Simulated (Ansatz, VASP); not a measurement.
# One calculation of Ag, two programs

File INCAR:

```
ALGO     = Normal         # electronic algorithm
EDIFF    = 1E-6           # SCF threshold, eV
ENCUT    = 520            # plane-wave cutoff, eV
ISIF     = 2              # what is computed and relaxed
ISMEAR   = -1             # smearing method
LASPH    = T              # aspherical terms in the spheres
LCHARG   = F              # write CHGCAR
LREAL    = F              # projectors in reciprocal space
LWAVE    = F              # write WAVECAR
NBANDS   = 12             # bands
NELM     = 60             # most SCF steps
PREC     = Accurate       # precision mode
SIGMA    = 0.1            # smearing width, eV
```

KPOINTS

```
k-points
0
Gamma
  17 17 17
```

File POSCAR:

```
Ag
1.0
   -1.3035958811      1.3035958811      1.3035958811
    1.3035958811     -1.3035958811      1.3035958811
    1.3035958811      1.3035958811     -1.3035958811
Ag
1
Direct
    0.0000000000      0.0000000000      0.0000000000
```

Input for Ansatz:

```yaml
crystal:
  lattice:
    - [-1.3035958811, 1.3035958811, 1.3035958811]
    - [1.3035958811, -1.3035958811, 1.3035958811]
    - [1.3035958811, 1.3035958811, -1.3035958811]
  atoms:
    - { symbol: Ag, position: [0.0, 0.0, 0.0] }
kpoints:
  mp_grid: { grid: [17, 17, 17] }
scf:
  occupations: { method: fermi_dirac, width: 0.1 }
hamiltonian:
  xc: lda
  pseudopotentials: { kind: all_electron, lapw: { basis_error: 0.001 } }
output:
  forces: true
  stress: true
  eigenvalues: true
  populations: true
```

Change from the starting cell: volume scaled by 0.55, LAPW.

Alike in both runs: task single point; functional LDA; k mesh 17 × 17 × 17; occupations fermi-dirac, width 0.1 eV; no spin polarisation.

```csv
,VASP,Ansatz
version,VASP 6.6.1,Ansatz 0.2.0
potentials or method,"VASP PAW LDA potentials, release 64 (Ag)","all-electron LAPW, scalar-relativistic"
plane-wave cutoff (eV),520,see its input
```

|  | VASP | Ansatz | Ansatz less VASP |
| --- | --- | --- | --- |
| pressure (GPa) | 414.5 | 412.1 | -2.39 |

Ansatz ran all-electron here, so the differences hold the error of VASP's frozen core and of both bases.

Caveats: the cell as given lies far from equilibrium; so large a pressure means that the cell lies far from this level's equilibrium, or that cutoff or potentials fall short (VASP).
